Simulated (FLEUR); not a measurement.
## ZnS (Wurtzite-2H) under changes of volume

One of the cells (19.603 Å³/atom); the others are scaled copies at fixed shape and fractional positions:

```xyz
4
Lattice="3.8110 0.0000 0.0000 -1.9055 3.3004 0.0000 0.0000 0.0000 6.2340" Properties=species:S:1:pos:R:3 pbc="T T T"
Zn    1.9055    1.1001    3.1170
Zn    0.0000    2.2003    0.0000
S     1.9055    1.1001    5.5171
S     0.0000    2.2003    2.4001
```

| Item | Value |
| --- | --- |
| Program | FLEUR MaX-R8.1 (later development tree) |
| Functional | PBE |
| Potentials or basis | all-electron |
| Basis | FLAPW |
| Kmax | 4.51 1/bohr |
| k mesh | 8 × 8 × 5 |
| Occupations | fermi-dirac, width 0.05 eV |
| Spin | no spin polarisation |

```tsv
volume (Å³/atom)	energy over the lowest point (meV/atom)	gap on the mesh (eV)
18.427	40.83	2.54
18.819	23.98	2.45
19.211	11.95	2.35
19.603	?	?
19.995	0.34	2.16
20.387	0.00	2.07
20.779	2.79	1.98
```

**Question.** What does the run at 19.603 Å³/atom give?

**Answer.** Energy over the lowest point 4.24 meV/atom; gap on the mesh 2.25 eV.

Worked out: A Birch-Murnaghan fit of order 3 (a polynomial in V^(-2/3)) to the other rows has its minimum at 20.23 Å³/atom with B0 = V·E''(V) = 69 GPa and B' = 4.4 at fixed shape and positions, which overstates the stiffness. It gives 4.20 meV/atom at 19.603 Å³/atom, against the run's 4.24. A straight line through the other rows of the gap, of slope -4.69 eV per unit of ln V (its deformation potential), gives 2.25 eV, against the run's 2.25.

Energies are extrapolated to zero smearing.

Caveats: the plane-wave cutoff is short for the semicore states, which can make moduli rough.
